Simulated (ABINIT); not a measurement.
Here is an ABINIT 10.8.3 (patched build) calculation.

File run.abi:

```
# Pseudopotentials
pp_dirpath "./"
pseudos "C.GGA_PBE-JTH.xml"

# Structure
acell 3*1.0
rprim
     0.0000000000     3.3729602924     3.3729602924
     3.3729602924     0.0000000000     3.3729602924
     3.3729602924     3.3729602924     0.0000000000
ntypat 1
znucl 6
natom 2
typat 1 1
xred
     0.7500000000     0.7500000000     0.7500000000
     0.5000000000     0.5000000000     0.5000000000
chkprim 0
chksymtnons 0
tolsym 1.0e-6

# Plane-wave basis
ecut 19.0
pawecutdg 38.0

# k points
kptopt 1
ngkpt 10 10 10
nshiftk 1
shiftk 0.0 0.0 0.0

# Exchange and correlation
ixc 11

# Bands and occupations
nband 8
occopt 3
tsmear 0.00183747

# SCF cycle
nstep 100
tolvrs 1.0e-9

# Output
iomode 3
prtwf 0
prtden 0
prteig 0
prtebands 0
enunit 2
```

Potentials or basis: JTH PAW PBE v2.0.

Launch:

```bash
$ abinit run.abi > log 2>&1
```

Question: Predict the pressure.

Answer: 0.0 GPa.

Question: What does it give for the band gap on the k mesh?

Answer: 4.16 eV, indirect (least direct gap 5.58 eV).

Caveat: the atomic spheres overlap. A k mesh can miss the band edges.
